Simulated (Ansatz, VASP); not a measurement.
**Te2Mo: VASP beside Ansatz**

Wanted: the spread between two codes on one cell, functional and k mesh. The structure shown is the start of the Ansatz relaxation below; VASP solves that cell, so the two are compared at the walk's first step.

Program: Ansatz 0.2.0. Level of theory: plane waves, with VASP 6.6.1 beside it; single point at PBE with D3(BJ). Results are calculated unless marked as measured.

### 1. Set-up

The cell holds 6 atoms: 4 Te and 2 Mo. Cell: a = 3.518 Å, b = 3.518 Å, c = 25.592 Å, α = 90.0°, β = 90.0°, γ = 120.0°. It derives from Te2Mo. As first built, before any earlier steps moved the atoms (in the runner's words): kind sheets cut from a layered crystal; sheets 2. Vacuum lies along c.

### 2. Ansatz: relaxation, PBE with D3(BJ)

Ansatz runs on its default PAW (the set named soft_2) files.

The two programs are compared at the cell with which this relaxation starts, whose forces are those of its first step.

input.yaml reads:

```yaml
crystal:
  lattice:
    - [3.5182, 0.0, 0.0]
    - [-1.7591, 3.046850576, 0.0]
    - [0.0, 0.0, 25.5919888]
  atoms:
    - { symbol: Te, position: [0.333333333, 0.666666667, 0.70693954] }
    - { symbol: Mo, position: [0.666666667, 0.333333333, 0.636503655] }
    - { symbol: Te, position: [0.333333333, 0.666666667, 0.566067769] }
    - { symbol: Te, position: [0.666666667, 0.333333333, 0.433932231] }
    - { symbol: Mo, position: [0.333333333, 0.666666667, 0.363496345] }
    - { symbol: Te, position: [0.666666667, 0.333333333, 0.29306046] }
kpoints:
  mp_grid: { grid: [6, 6, 1] }
scf:
  occupations: { method: fermi_dirac, width: 0.02 }
  n_extra_bands: 8
hamiltonian:
  xc: pbe
  pseudopotentials: { kind: paw }
  dispersion: d3bj
output:
  forces: true
  write_potential: true
  volumetric_format: []
relax:
  f_tol: 0.03
  max_steps: 45
  cell: { fix: [c, alpha, beta] }
```

Launch:

```bash
$ ansatz run input.yaml --threads 4 --pin off --max-ram 12288MiB --backend cpu --events-out ev --progress --plain --runs-dir out
```

Numbers of over 12 decimals in the logs are rounded to 6 here.

Log:

```text
scf.n_extra_bands = 8 over 46 filled bands (N_el = 92.0): the run solves 54 bands
Engine: ansatz 0.2.0, aarch64-unknown-linux-gnu
Pseudopotentials: kind: paw
Pseudopotential: Te, paw, valence charge 16, recommended cutoff 420 eV (normal), Te.paw.azcp
Pseudopotential: Mo, paw, valence charge 14, recommended cutoff 420 eV (normal), Mo.paw.azcp
Functional definition: PBE
  parameter kappa = 0.804
  parameter beta = 0.066725
  exchange = pbe_x(kappa = kappa, mu = beta*pi^2/3)
  correlation = pbe_c(beta = beta)
Crystal: 6 atoms, lattice volume = 274.332 Å³
Basis set: ecut = 420 eV, 5347 PW (Γ), exchange–correlation on 48×48×360 points (8 copies of the dense FFT grid, shifted against one another)
Bands: 54, of which v1, the nominal top of the filled ones, is band 46 counted from 1 (45 counted from 0)
Symmetry: 12 space group operations
Space group: P-3m1 (ITA 164), of the structure as read, at distance tolerance 6.5e-5 Å
k-points: 7 of 36
Non-local potential: Te, projectors of the file, l = 0: 2, l = 1: 2, l = 2: 2, l = 3: 2
Non-local potential: Mo, projectors of the file, l = 0: 3, l = 1: 2, l = 2: 2, l = 3: 1
PAW form: soft (Blöchl's): semilocal exchange-correlation on the pseudo side does not see the compensation charge
PAW one-centre angular grid: Te, 590 points (default); XC on 64 Gauss nodes
PAW one-centre angular grid: Mo, 590 points (default); XC on 64 Gauss nodes
Initial density: superposition of atomic densities (neutral atoms: chi_scale 0, normalization atom), corrected by the library's trained network
Initial wavefunctions: pseudopotential atomic-orbital guess
Functional: x = pbe(κ = 0.804, μ = 0.219515), c = pbe(β = 0.066725)
SCF iter   1: F=—  HF=-37836.205651 eV  |F-HF|=—  |Δ(HF+E_count)|=         —  Δρ=3.53e-3  dr2=9.83e-2  ethr=1.77e-3  ⟨swp⟩=12.6  Hψ=1661  notcnv=0
preconditioner: auto → Resta (q_TF=auto, 2.274 Å⁻¹)  ε∞=4.9  [insulator: Δε(μ)=1.018 eV  Ē_g=6.791 eV  σ=0.020 eV  W_gap=1.00  n_scr=60 (ndim 8)  ℏωp=13.5 eV  f_vac=0.450  D(μ)=0.00/eV (n_scr^D=0)  ε∞_Penn≈4.9  vacuum switching on, ρ_ref=3.3e-3 e/Å³]
SCF iter   2: F=—  HF=-37836.208119 eV  |F-HF|=—  |Δ(HF+E_count)|=   2.47e-3  Δρ=2.04e-3  dr2=2.73e-2  ethr=1.07e-4  ⟨swp⟩=2.9  Hψ=587  notcnv=0  defer=20
SCF iter   3: F=—  HF=-37836.208217 eV  |F-HF|=—  |Δ(HF+E_count)|=   9.74e-5  Δρ=1.36e-3  dr2=2.03e-3  ethr=2.97e-5  ⟨swp⟩=2.1  Hψ=481  notcnv=0  defer=20
SCF iter   4: F=—  HF=-37836.210767 eV  |F-HF|=—  |Δ(HF+E_count)|=   2.55e-3  Δρ=2.60e-4  dr2=4.92e-4  ethr=2.20e-6  ⟨swp⟩=2.1  Hψ=519  notcnv=0  defer=20
SCF iter   5: F=—  HF=-37836.210757 eV  |F-HF|=—  |Δ(HF+E_count)|=   9.45e-6  Δρ=1.06e-4  dr2=8.40e-5  ethr=5.34e-7  ⟨swp⟩=2.0  Hψ=442  notcnv=0  defer=20
SCF iter   6: F=—  HF=-37836.210797 eV  |F-HF|=—  |Δ(HF+E_count)|=   3.98e-5  Δρ=3.75e-5  dr2=6.31e-6  ethr=9.13e-8  ⟨swp⟩=2.6  Hψ=478  notcnv=0  defer=20
SCF iter   7: F=—  HF=-37836.210802 eV  |F-HF|=—  |Δ(HF+E_count)|=   4.41e-6  Δρ=1.31e-5  dr2=1.30e-6  ethr=6.86e-9  ⟨swp⟩=2.1  Hψ=487  notcnv=0  defer=20
SCF iter   8: F=-37836.210802 eV  HF=-37836.210802 eV  |F-HF|=3.05e-9  |Δ(HF+E_count)|=   3.10e-7  Δρ=3.65e-6  dr2=9.02e-8  ethr=1.09e-10  ⟨swp⟩=9.6  Hψ=2795  notcnv=0
SCF 1 converged in 8 iterations: F = -37836.210802 eV  dr2 = 9.02e-8
  greatest PAW one-centre occupation: 0.998 electrons in one spin orbital (limit 2), on the Mo atom at site 4 (counted from 0), in its partial waves of l = 0
relax step   1: F+E_penalty+E_count = -37836.21080184 eV  Δ(F+E_penalty+E_count) = +0.000e0 eV  max|allowed force component| = 1.952e-1 eV/Å  Δτ_max = 0.0000 Å  P = -0.099 GPa  Ω = 274.332 Å³  fix = [c, alpha, beta]  reactions: c +0.250 GPa  (8 SCF iters, dr2 threshold 1.00e-7 eV, accepted)
Crystal: 6 atoms, lattice volume = 265.694 Å³
Basis set: ecut = 420 eV, 5179 PW (Γ), exchange–correlation on 48×48×360 points (8 copies of the dense FFT grid, shifted against one another)
Initial density: handed on by an earlier stage of this run
Initial wavefunctions: those handed on with the density
iter 1 solved again at ethr=2.02e-4 eV; its pass at ethr=3.10e-3 eV (dr2=1.86e-1 eV) is discarded
SCF iter   1: F=—  HF=-37836.189910 eV  |F-HF|=—  |Δ(HF+E_count)|=         —  Δρ=8.68e-3  dr2=1.89e-1  ethr=2.02e-4  ⟨swp⟩=1.9  Hψ=2053  notcnv=0
preconditioner: auto → Resta (q_TF=auto, 2.286 Å⁻¹)  ε∞=5.0  [insulator: Δε(μ)=0.743 eV  Ē_g=6.835 eV  σ=0.020 eV  W_gap=1.00  n_scr=60 (ndim 8)  ℏωp=13.7 eV  f_vac=0.454  D(μ)=0.00/eV (n_scr^D=0)  ε∞_Penn≈5.0  vacuum switching on, ρ_ref=3.4e-3 e/Å³]
SCF iter   2: F=—  HF=-37836.161160 eV  |F-HF|=—  |Δ(HF+E_count)|=   2.88e-2  Δρ=4.52e-3  dr2=5.61e-2  ethr=2.02e-4  ⟨swp⟩=2.3  Hψ=484  notcnv=0
SCF iter   3: F=—  HF=-37836.156380 eV  |F-HF|=—  |Δ(HF+E_count)|=   4.78e-3  Δρ=2.62e-3  dr2=3.10e-2  ethr=6.10e-5  ⟨swp⟩=3.0  Hψ=581  notcnv=0
[...]
Initial wavefunctions: pseudopotential atomic-orbital guess (no wavefunctions were taken with the density)
iter 1 solved again at ethr=1.15e-7 eV; its pass at ethr=3.10e-3 eV (dr2=1.06e-4 eV) is discarded
SCF iter   1: F=—  HF=-37836.224655 eV  |F-HF|=—  |Δ(HF+E_count)|=         —  Δρ=1.14e-5  dr2=1.18e-7  ethr=1.15e-7  ⟨swp⟩=5.3  Hψ=3085  notcnv=0
preconditioner: auto → Resta (q_TF=auto, 2.278 Å⁻¹)  ε∞=4.9  [insulator: Δε(μ)=0.917 eV  Ē_g=6.819 eV  σ=0.020 eV  W_gap=1.00  n_scr=60 (ndim 8)  ℏωp=13.5 eV  f_vac=0.454  D(μ)=0.00/eV (n_scr^D=0)  ε∞_Penn≈4.9  vacuum switching on, ρ_ref=3.4e-3 e/Å³]
SCF iter   2: F=—  HF=-37836.224695 eV  |F-HF|=—  |Δ(HF+E_count)|=   4.04e-5  Δρ=5.83e-6  dr2=4.13e-8  ethr=1.28e-10  ⟨swp⟩=2.6  Hψ=712  notcnv=0
SCF iter   3: F=—  HF=-37836.224695 eV  |F-HF|=—  |Δ(HF+E_count)|=   2.11e-8  Δρ=2.20e-6  dr2=4.46e-8  ethr=4.49e-11  ⟨swp⟩=3.0  Hψ=737  notcnv=0
SCF iter   4: F=—  HF=-37836.224695 eV  |F-HF|=—  |Δ(HF+E_count)|=  4.58e-10  Δρ=7.10e-7  dr2=3.67e-9  ethr=4.49e-11  ⟨swp⟩=2.0  Hψ=412  notcnv=0
SCF iter   5: F=—  HF=-37836.224695 eV  |F-HF|=—  |Δ(HF+E_count)|=   1.85e-9  Δρ=7.91e-7  dr2=5.88e-9  ethr=3.99e-12  ⟨swp⟩=2.0  Hψ=501  notcnv=0
SCF iter   6: F=—  HF=-37836.224695 eV  |F-HF|=—  |Δ(HF+E_count)|=  2.47e-10  Δρ=2.58e-7  dr2=4.21e-10  ethr=3.99e-12  ⟨swp⟩=2.0  Hψ=455  notcnv=0
SCF iter   7: F=-37836.224695 eV  HF=-37836.224695 eV  |F-HF|=5.82e-11  |Δ(HF+E_count)|=  1.46e-11  Δρ=5.14e-8  dr2=1.49e-11  ethr=1.00e-12  ⟨swp⟩=6.9  Hψ=1978  notcnv=0
SCF 6 converged in 7 iterations: F = -37836.224695 eV  dr2 = 1.49e-11
relax step   6: F+E_penalty+E_count = -37836.22469522 eV  Δ(F+E_penalty+E_count) = +3.158e-4 eV  max|allowed force component| = 1.813e-3 eV/Å  Δτ_max = 0.0000 Å  P = -0.010 GPa  Ω = 271.603 Å³  fix = [c, alpha, beta]  reactions: c -0.016 GPa  stress off target by 7.09e-3 GPa on what of the cell is left free  SCF on the basis re-selected at this cell (its energy is not comparable with the rows above)  (7 SCF iters)
basis re-selected at this cell: Δ(F+E_penalty+E_count) = +3.158e-4 eV, ΔP = +0.000 GPa vs the last step (what re-selecting the basis moved, of the pressure what is left beyond the Pulay correction that the steps carried, after the strain that the cell walked since its last selection, with what the two solves' SCF thresholds leave and, on support functions, any second-order correction that the steps lacked; it is no m [...]
WARN: The output density's exchange-correlation potential varies sharply where the density is thin. Do not read a vacuum level from v_tot or v_xc, or from such a field of the output density. On a cell that repeats whose density bears no net charge and no dipole along the vacuum's axis use v_es (v_loc + v_h of the components); under efield.dipole_correction with no amplitude use v_es + v_field, which holds any externa [...]
SCF converged after 7 iterations
Free energy (F): -37836.224695 eV
Harris-Foulkes:  -37836.224695 eV  (|F-HF|=5.82e-11)
Internal energy: -37836.224695 eV  (E = F + TS)
E sigma→0 (E₀):  -37836.224695 eV
Fermi energy:    5.243147 eV
--- Per-component energies (eV) ---
  E_band       = -1850.831562
  E_kinetic    = 1609.651129
  E_local      = -80640.964022  (includes V_loc(G=0)·N_el)
  E_nonlocal   = -952.651744
  E_hartree    = 40410.377188
  E_xc         = -865.982576
  E_vxc        = -877.193588  (∫ρ·V_xc dr)
  E_paw        = -25053.963945  (= ΣΔE_a)
  E_vpaw       = -1810.427519  (= ΣTr[D̂ρ^β])
  E_aug_tail   = -0.000611  (compensation charges beyond the density's cutoff)
  E_ewald      = 27660.162739
  E_disp       = -2.852855  (pairwise vdW)
  E_smearing   = -0.000000  (= −TS)
  E_closure    = 0.000000  (closes the sum)
  Σ components = -37836.224695   (vs F -37836.224695, Δ=0.00e0)
--- Forces (eV/Å), atoms counted from 1 ---
  atom   1  Te    -0.00000000     0.00000000     0.00086394
  atom   2  Mo     0.00000000    -0.00000000    -0.00181285
  atom   3  Te    -0.00000000     0.00000000     0.00082949
  atom   4  Te     0.00000000    -0.00000000    -0.00082949
  atom   5  Mo     0.00000000     0.00000000     0.00181285
  atom   6  Te     0.00000000    -0.00000000    -0.00086394
  max |Σ_I F_I| component: 2.31e-18 eV/Å
--- Stress (GPa, compression-positive) ---
       -0.007091       0.000000       0.000000
        0.000000      -0.007091      -0.000000
       -0.000000      -0.000000      -0.016463
  P = ⅓ Tr σ = -0.0102 GPa (-0.102 kbar)
--- Band table (eV; the first three rows and the last of 7) ---
  k-point 0: bands = [... 42 lower, 3.8276, 3.8276, 3.9164, 4.8025, 7.7381, 7.7381, 7.8593, 7.8593, ... 4 higher]
  k-point 1: bands = [... 42 lower, 3.6111, 3.8832, 3.9413, 4.4180, 6.6284, 6.7460, 6.8919, 7.0562, ... 4 higher]
  k-point 2: bands = [... 42 lower, 3.5682, 3.6998, 3.9925, 4.0941, 6.0034, 6.3000, 6.3520, 6.5137, ... 4 higher]
  k-point 6: bands = [... 42 lower, 2.8519, 2.8519, 4.5341, 4.6955, 5.8336, 5.8336, 6.1141, 6.7091, ... 4 higher]
--- Relaxed structure (5 steps of the walk, 4 accepted, 1 SCFs on fresh bases) ---
  F+E_penalty+E_count = -37836.22469522 eV   max|allowed force component| = 1.813e-3 eV/Å   (the final SCF, on the basis selected at the relaxed cell)
  cell:  # Å, volume = 271.6033 Å³
    - [3.500662, 0, 0]
    - [-1.750331, 3.031662, 0]
    - [0, 0, 25.5919888]
  atoms:
    - { symbol: Te, position: [0.333333, 0.666667, 0.704723] }
    - { symbol: Mo, position: [0.666667, 0.333333, 0.633760] }
    - { symbol: Te, position: [0.333333, 0.666667, 0.562710] }
    - { symbol: Te, position: [0.666667, 0.333333, 0.437290] }
    - { symbol: Mo, position: [0.333333, 0.666667, 0.366240] }
    - { symbol: Te, position: [0.666667, 0.333333, 0.295277] }
```

Reading the cycles: dr2 is the Hartree energy of the density residual (eV), the measure of convergence; HF is the Harris–Foulkes estimate of the energy, which meets the free energy F at convergence.

### 3. VASP: single point, PBE with D3(BJ), start cell

The same cell, functional, mesh and smearing now go to VASP, with its own data sets.

Lines of VASP's logs that name or quote its potential files are left out, and so is its time.

INCAR reads:

```
SYSTEM = Te2Mo
PREC = Accurate
ENCUT = 400
EDIFF = 1E-06
NELM = 120
ISMEAR = -1
SIGMA = 0.02
LREAL = .FALSE.
ALGO = Normal
GGA = PE
IVDW = 12
NBANDS = 32
LASPH = .TRUE.
LORBIT = 11
LWAVE = .FALSE.
LCHARG = .FALSE.
ISIF = 2
GGA_COMPAT = .FALSE.
EFERMI = MIDGAP
KPAR = 2
```

POSCAR reads:

```
Te2Mo
1.0
    3.5182000000      0.0000000000      0.0000000000
   -1.7591000000      3.0468510000      0.0000000000
    0.0000000000      0.0000000000     25.5919890000
Te Mo
4 2
Direct
    0.3333333333      0.6666666667      0.7069395427
    0.3333333333      0.6666666667      0.5660677644
    0.6666666667      0.3333333333      0.4339322356
    0.6666666667      0.3333333333      0.2930604573
    0.6666666667      0.3333333333      0.6365036340
    0.3333333333      0.6666666667      0.3634963269
```

KPOINTS reads:

```
Automatic mesh
0
Gamma
6 6 1
0 0 0
```

PAW data sets: Te and Mo_sv (PBE family, release 64).

Launch:

```bash
$ mpirun -np 2 vasp_std
```

Log:

```text
[banner, memory and clock lines left out]
running    2 mpi-ranks, on    1 nodes
 distrk:  each k-point on    1 cores,    2 groups
 distr:  one band on    1 cores,    1 groups

 POSCAR found type information on POSCAR TeMo
 POSCAR found :  2 types and       6 ions
 LDA part: xc-table for (Slater+PW92), standard interpolation
 POSCAR, INCAR and KPOINTS ok, starting setup
 FFT: planning ... GRIDC
 FFT: planning ... GRID_SOFT
 FFT: planning ... GRID
 WAVECAR not read
 entering main loop
       N       E                     dE             d eps       ncg     rms          rms(c)
DAV:   1     0.349708337485E+03    0.34971E+03   -0.23513E+04   552   0.110E+03
DAV:   2    -0.138851793861E+02   -0.36359E+03   -0.35574E+03   576   0.273E+02
DAV:   3    -0.363628586994E+02   -0.22478E+02   -0.22266E+02   568   0.610E+01
DAV:   4    -0.372743691154E+02   -0.91151E+00   -0.90736E+00   656   0.116E+01
DAV:   5    -0.372880596477E+02   -0.13691E-01   -0.13685E-01   592   0.166E+00    0.217E+01
DAV:   6    -0.365127965127E+02    0.77526E+00   -0.82624E+00   512   0.142E+01    0.883E+00
DAV:   7    -0.365175672324E+02   -0.47707E-02   -0.85496E+00   512   0.121E+01    0.661E+00
DAV:   8    -0.360110850438E+02    0.50648E+00   -0.19699E+00   584   0.628E+00    0.300E+00
DAV:   9    -0.360149144309E+02   -0.38294E-02   -0.35049E-01   576   0.265E+00    0.132E+00
DAV:  10    -0.360010448015E+02    0.13870E-01   -0.69978E-02   560   0.132E+00    0.339E-01
DAV:  11    -0.360009486019E+02    0.96200E-04   -0.39290E-03   600   0.325E-01    0.198E-01
DAV:  12    -0.360008803093E+02    0.68293E-04   -0.51198E-04   528   0.101E-01    0.122E-01
DAV:  13    -0.360008244322E+02    0.55877E-04   -0.92536E-05   576   0.481E-02    0.103E-01
DAV:  14    -0.360007494087E+02    0.75024E-04   -0.27229E-04   528   0.652E-02    0.172E-02
DAV:  15    -0.360007699437E+02   -0.20535E-04   -0.37502E-05   512   0.229E-02    0.167E-02
DAV:  16    -0.360007926672E+02   -0.22723E-04   -0.57896E-06   448   0.108E-02    0.144E-02
DAV:  17    -0.360008187223E+02   -0.26055E-04   -0.19501E-05   440   0.110E-02    0.128E-02
DAV:  18    -0.360008355562E+02   -0.16834E-04   -0.28165E-06   432   0.390E-03    0.100E-02
DAV:  19    -0.360008659851E+02   -0.30429E-04   -0.20721E-06   384   0.362E-03    0.282E-03
DAV:  20    -0.360008919757E+02   -0.25991E-04   -0.67559E-07   344   0.232E-03    0.401E-03
DAV:  21    -0.360009120961E+02   -0.20120E-04   -0.81159E-07   368   0.241E-03    0.442E-03
DAV:  22    -0.360009219655E+02   -0.98694E-05   -0.51245E-07   352   0.161E-03    0.171E-03
DAV:  23    -0.360009241520E+02   -0.21866E-05   -0.14617E-07   312   0.114E-03    0.491E-04
DAV:  24    -0.360009247646E+02   -0.61260E-06   -0.57375E-08   288   0.735E-04
   1 F= -.38797440E+02 E0= -.38797440E+02  d E =-.134238E-11
```

(Continued in part 2 of 2.)

[Lines on the potential files, build, host, timing and source positions are cut from VASP's logs without a mark.]

[Logs are printed without paths, hosts, clocks, repeated set-up lines and the standing remarks that a program may print on its own settings, such as how far it seeks lower states.]

[Hosts, paths, dates, database ids (printed as entryN), source tags and the programs' standing remarks are cut or masked in the printed files.]
